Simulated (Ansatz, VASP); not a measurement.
## One calculation of Yb, two programs

INCAR

```
SYSTEM = Yb
PREC = Accurate
ENCUT = 520
EDIFF = 1E-7
ISMEAR = -1
SIGMA = 0.05
LREAL = .False.
LASPH = .True.
NELM = 100
ALGO = Fast
ISIF = 2
LWAVE = .False.
LCHARG = .True.
ISPIN = 2
MAGMOM = 2.5 2.5
LORBIT = 11
LMAXMIX = 6
GGA = PE
LELF = .True.
LVHAR = .True.
NBANDS = 35
```

The input KPOINTS:

```
regular mesh
0
Gamma
  8 8 4
  0 0 0
```

File POSCAR:

```
Yb
1.0
    3.8799000000      0.0000000000      0.0000000000
   -1.9399500000      3.3600919641      0.0000000000
    0.0000000000      0.0000000000      6.3859000000
Yb
2
Direct
    0.6666666667      0.3333333333      0.7500000000
    0.3333333333      0.6666666667      0.2500000000
```

input.yaml

```yaml
crystal:
  lattice:
    - [3.8799, 0.0, 0.0]
    - [-1.93995, 3.3600919641, 0.0]
    - [0.0, 0.0, 6.3859]
  atoms:
    - { symbol: Yb, position: [0.6666666667, 0.3333333333, 0.75], spin: 1.0 }
    - { symbol: Yb, position: [0.3333333333, 0.6666666667, 0.25], spin: 1.0 }
hamiltonian:
  xc: pbe
  pseudopotentials: { kind: paw }
magnetization:
  spin_polarized: true
kpoints:
  mp_grid: { grid: [8, 8, 4] }
scf:
  occupations: { method: fermi_dirac, width: 0.05 }
output:
  forces: true
  stress: true
  eigenvalues: true
```

This isn't the form of Yb at room conditions, which is fcc.

Alike in both runs: task single point; functional PBE; k mesh 8 × 8 × 4; occupations fermi-dirac, width 0.05 eV; collinear spin, ferromagnetic start.

|  | VASP | Ansatz |
| --- | --- | --- |
| version | VASP 6.6.1 | Ansatz 0.2.0 |
| potentials or method | VASP PAW PBE potentials, release 64 (Yb) | Ansatz PAW |
| plane-wave cutoff (eV) | 520 | 420 |
| valence electrons in the cell | 48 | 48 |

Ansatz gave:

```
gap on the k mesh at the Fermi level (eV)       : none
pressure (GPa)                                  : -2.2
largest component of the traceless stress (GPa) : 0.05
net moment per atom (μB)                        : 0.00
```

Q: Estimate VASP's values.

A: gap on the k mesh at the Fermi level (eV): none; pressure (GPa): -2.6; largest component of the traceless stress (GPa): 0.07; net moment per atom (μB): 0.00.

A gap of «none» marks a metal or a gap that the smearing closes.

Caveats: spin-orbit coupling is left out, which moves the levels of the heavy elements; the starting moments weren't kept (Ansatz). The state reached can hang on the start; a lower one may exist.
